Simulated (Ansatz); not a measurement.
BeO (wurtzite, P6_3mc), PBE in the plane-wave PAW code Ansatz. The conduction-band minimum lies at Γ, with 1 equivalent valley. Second derivatives d²E/dk² of the lowest band at one valley (eV·Å²), along Cartesian directions:

```tsv
direction	d²E/dk²
[100]	12.67
[010]	12.67
[001]	14.29
[110]	12.67
[101]	13.48
[011]	13.48
```

Q: Find the principal effective masses, the density-of-states mass and the conductivity mass.

A: Off-diagonal terms follow from H_xy = H[110] − (H_xx + H_yy)/2, and m*/mₑ = 7.620 eV·Å² over each eigenvalue: 0.53, 0.60, 0.60. One valley's DOS mass (m₁m₂m₃)^(1/3) = 0.58, conductivity mass 3/(Σ 1/mᵢ) = 0.58 mₑ.

Q: What effective density of states Nc follows at 300 K for parabolic valleys?

A: Nc = 2.509e19 × 1 × (0.58)^(3/2) ≈ 1.1e19 cm⁻³.

The PBE relaxation kept the symmetry of its start.

Potentials: the earlier of the program's two PAW sets.

Edges and masses are those of Kohn–Sham bands, whose gap is no quasiparticle gap.
